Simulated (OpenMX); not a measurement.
PtSe2 (Sudovikovite) in OpenMX: convergence with criterion

PtSe2 (Sudovikovite):

```
CELL_PARAMETERS angstrom
3.72400 0.00000 0.00000
-1.86200 3.22508 0.00000
0.00000 0.00000 5.06200
ATOMIC_POSITIONS crystal
Pt 0.97986 0.97929 0.01205
Se 0.66774 0.33408 0.74932
Se 0.33369 0.66834 0.24682
```

The cell isn't the ideal one: atoms moved at random, drawn with an rms of 0.1 Å.

```yaml
Program: OpenMX 3.8.5
Task: convergence study
Functional: PBE
Potentials_or_basis: OpenMX 2013 PBE set, Pt7.0-s3p2d2, Se7.0-s3p2d1, grid cutoff 400 Ry
k_mesh: 7 × 7 × 5
Occupations: fermi-dirac, width 0.05 eV
Spin: no spin polarisation
```

These are the settings of the first run; the series varies criterion, with any setting tied to it.

Hardware: 1 thread of Arm Neoverse N1, with other jobs on the host.

| criterion | energy less the tightest run, at zero smearing (meV/atom) | SCF cycles | CPU time (s) | peak memory (GiB) |
| --- | --- | --- | --- | --- |
| 1.0e-3 | -0.04 | 12 | 120 | 0.81 |
| 1.0e-4 | -0.02 | 13 | 120 | 0.81 |
| 1.0e-5 | -0.01 | 14 | 130 | 0.81 |
| 1.0e-6 | 0.00 | 16 | 130 | 0.81 |
| 1.0e-7 | 0.00 | 18 | 140 | 0.81 |
| 1.0e-8 | 0.00 | 19 | 150 | 0.81 |
| 1.0e-9 | 0.00 | 20 | 150 | 0.81 |
| 1.0e-10 | 0.00 | 21 | 160 | 0.81 |

Against the tightest run, the energy stays within 1 meV/atom from 1.0e-3 on. The tightest run that finished is the yardstick and may itself not be fully converged.

 The run has no spin-orbit coupling, so splittings on Pt are missing.
